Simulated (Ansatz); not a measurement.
Orbital character of the bands of KF

```yaml
crystal:
  lattice:
    - [3.25895, 0.00000, 0.00000]
    - [0.00000, 3.25895, 0.00000]
    - [0.00000, 0.00000, 3.25895]
  atoms:
    - { symbol: K, position: [0.00000, 0.00000, 0.00000] }
    - { symbol: F, position: [0.50000, 0.50000, 0.50000] }
```

Atom numbers follow the list: K1, F2.

The cell is the one relaxed in the Materials Project (mp-8454), not relaxed further here; entries there can be hypothetical.

Level of theory: DFT, LDA, all-electron LAPW, scalar-relativistic (Ansatz 0.2.0).

Sampling and basis: a Γ-centred 9×9×9 k mesh, Fermi–Dirac smearing of 0.02 eV, basis error target 0.5 meV/atom, no spin polarisation.

Weights are projections on a minimal set of Löwdin-orthogonalised atomic shells, summed over atoms of an element; the rest lies outside that basis, and weights on diffuse cation s shells are inflated where empty shells are missing from it. Energies are in eV from the valence-band top.

Points: Γ (0.000, 0.000, 0.000), X (0.000, 0.500, 0.000).

```json
{"state": "Γ, -9.75 eV (×3)", "character": "?"}
{"state": "Γ, -0.05 eV (×3)", "character": "F 2p 99 %"}
{"state": "X, -10.46 eV", "character": "?"}
{"state": "X, -9.63 eV (×2)", "character": "?"}
{"state": "X, -1.28 eV", "character": "?"}
{"state": "X, -0.17 eV (×2)", "character": "F 2p 99 %"}
```

**Question.** Give the missing entry: row "X, -9.63 eV (×2)", column "character".

**Answer.** K 3p 100 %.

**Question.** What belongs in the row "X, -1.28 eV", column "character"?

**Answer.** F 2p 87 %, K 4s 12 %.

**Question.** Fill in "character" for the row "X, -10.46 eV".

**Answer.** K 3p 98 %.

**Question.** Fill in "character" for the row "Γ, -9.75 eV (×3)".

**Answer.** K 3p 99 %.
